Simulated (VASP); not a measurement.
**Fe: relaxation of cell and atoms with PBE**

Fe:

```xyz
2
Lattice="2.4576 0.0000 0.0000 -1.2288 2.1284 0.0000 0.0000 0.0000 3.8955" Properties=species:S:1:pos:R:3 pbc="T T T"
Fe    1.2288    0.7095    2.9216
Fe    0.0000    1.4189    0.9739
```

This isn't the form of Fe at room conditions, which is bcc.

The cell isn't the ideal one: Mn -> Fe on all its sites, in the parent's cell.

* Program: VASP 6.6.1
* Task: relaxation of cell and atoms
* Functional: PBE
* Potentials or basis: VASP PAW PBE potentials, release 64 (Fe)
* Cutoff: 600 eV
* k mesh: 18 × 18 × 12
* Occupations: gaussian, width 0.1 eV
* Spin: no spin polarisation
* Dipole correction: no
* Further INCAR settings: ALGO = Normal; EDIFF = 1e-06; IBRION = 2; EDIFFG = -0.01; NSW = 80; ISIF = 3

```json
{
 "Relaxed volume": "10.17 Å³/atom",
 "Relaxed cell": "a = 2.459 Å, b = 2.459 Å, c = 3.887 Å, α = 90.00°, β = 90.00°, γ = 120.00°",
 "Space group after relaxing (to 0.05 Å)": "P6_3/mmc (No. 194)",
 "Energy gained by relaxing": "0.1 meV/atom",
 "Ionic steps": "5",
 "Pressure after relaxing": "0.0 GPa",
 "Band gap on the k mesh": "none (metal or under the smearing width)"
}
```

Step by step:
```
step  energy change (eV)  largest force (eV/Å)  pressure (GPa)  volume (Å³)
   1              0.0000                0.0000           -0.46        20.38
   2              0.0000                0.0000            0.76        20.29
   3             -0.0002                0.0000            0.19        20.33
   4             -0.0002                0.0000           -0.10        20.35
   5             -0.0002                0.0000            0.00        20.35
```

Final structure:
```
CELL_PARAMETERS angstrom
2.45852 0.00000 0.00000
-1.22926 2.12914 0.00000
0.00000 0.00000 3.88668
ATOMIC_POSITIONS crystal
Fe 0.66667 0.33333 0.75000
Fe 0.33333 0.66667 0.25000
```

Levels at points of the mesh, in eV from the Fermi level:
```
           k point  band 5  band 6  band 7  band 8  band 9  band 10  band 11  band 12
(0.00, 0.00, 0.00)   -1.52   -1.18   -1.18   -0.84   -0.84     0.55     0.72     0.72
(0.50, 0.00, 0.00)   -1.95   -1.51   -1.06    0.82    1.05     1.08     2.69     4.85
(0.00, 0.00, 0.50)   -1.76   -1.76   -1.76   -1.76    0.33     0.33     0.33     0.33
(0.50, 0.00, 0.50)   -0.64   -0.64    0.12    0.12    0.96     0.96     2.50     2.50
```

It took 83 s on 1 thread of Intel(R) Xeon(R) Platinum 8559C (Emerald Rapids), with other jobs on the host, peak memory 0.2 GiB.

Caveat: the run has no spin polarisation, though such a crystal can be magnetic. Spin polarisation is off, so any magnetic state and its effect on volume and gap are missing.
